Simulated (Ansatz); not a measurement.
Al2O3: changing the functional

```cif
data_structure
_symmetry_space_group_name_H-M 'R-3c:H'
_symmetry_Int_Tables_number 167
_cell_length_a 4.7605
_cell_length_b 4.7605
_cell_length_c 12.9956
_cell_angle_alpha 90.000
_cell_angle_beta 90.000
_cell_angle_gamma 120.000
_cell_volume 255.05
loop_
_atom_site_label
_atom_site_type_symbol
_atom_site_symmetry_multiplicity
_atom_site_Wyckoff_symbol
_atom_site_fract_x
_atom_site_fract_y
_atom_site_fract_z
_atom_site_occupancy
Al1 Al 12 c 0.66667 0.33333 0.18549 1
O1 O 18 e 0.97335 0.64001 0.08333 1
```

Kept alike: task band structure; k mesh 7 × 7 × 7; occupations fermi-dirac, width 0.05 eV; no spin polarisation. Program: Ansatz, Ansatz PAW. Cutoffs run from 420 to 500 eV. The mesh is that of the run's cell of 10 atoms. No spin-orbit coupling.

```csv
functional,band gap (eV),pressure (GPa)
LDA,6.160,-5.29
PBE,6.217,7.34
r2SCAN,7.114,-0.19
```

Pressure is positive in compression, with a Pulay correction for the finite cutoff. Gaps are the smaller of the mesh's and the band path's. All rows use potentials made for PBE.

Task: What does the functional change here?

Result: The band gap runs from 6.160 (LDA) to 7.114 eV (r2SCAN). From PBE: LDA -0.057; r2SCAN +0.897. Measured: 8.7 eV (pmc:5906618, doi:10.1038/s41467-018-03885-7); nearest r2SCAN, 1.586 eV off. Semilocal gaps fall short of quasiparticle gaps. The pressure runs from -5.29 (LDA) to 7.34 GPa (PBE). From PBE: LDA -12.63; r2SCAN -7.53.
